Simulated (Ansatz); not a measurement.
`[CH3][Al]([F])[O][GeH3]` + `CC(=O)O` → `CC(=O)[O][GeH3]` + `[CH3][Al]([OH])[F]`  (ligand exchange at a Ge–O bond)

Program: Ansatz. Geometries: PBE0-D4/def2-TZVP. ΔE: electronic, gas phase. CBS: MP2 limit from def2 TZ/QZ plus the TZ coupled-cluster correction, frozen cores. Functionals use def2-TZVPP. B3LYP here is the variant with VWN-RPA as its local correlation; programs differ in this. For Ge outer-core shells are correlated without core-valence functions, which leaves a few kJ/mol of doubt a bond. Scalar relativity is left out up to krypton. One conformer a species, not always the lowest.

```tsv
level	ΔE (kcal/mol)	difference from CCSD(T)/CBS
PBE-D4	0.0	-0.2
r2SCAN-D4	0.4	0.2
PBE0-D4	0.6	0.4
ωB97M-V	0.3	0.1
B2PLYP	0.9	0.7
PBE	0.4	0.2
r2SCAN	0.5	0.3
PBE0	1.0	0.8
B3LYP	1.3	1.1
MP2/def2-TZVPP	0.3	0.1
SCS-MP2/def2-TZVPP	0.9	0.7
CCSD/def2-TZVPP	1.0	0.8
CCSD(T)/def2-TZVPP	0.5	0.3
SCS-MP2/def2-QZVPP	0.8	0.6
MP2/CBS(def2)	-0.1	-0.3
CCSD/CBS(def2)	0.7	0.5
CCSD(T)/CBS	0.2	0
```

Largest T1 diagnostic among the species: 0.015.

In def2-TZVPP, CCSD(T) changes the Hartree–Fock value by −2.7 kcal/mol (the triples alone add −0.5 kcal/mol) and MP2 by −3.0 kcal/mol.

CCSD(T)/CBS has its own doubt, a few kJ/mol and more with outer-core shells, so smaller differences from it don't rank the levels.
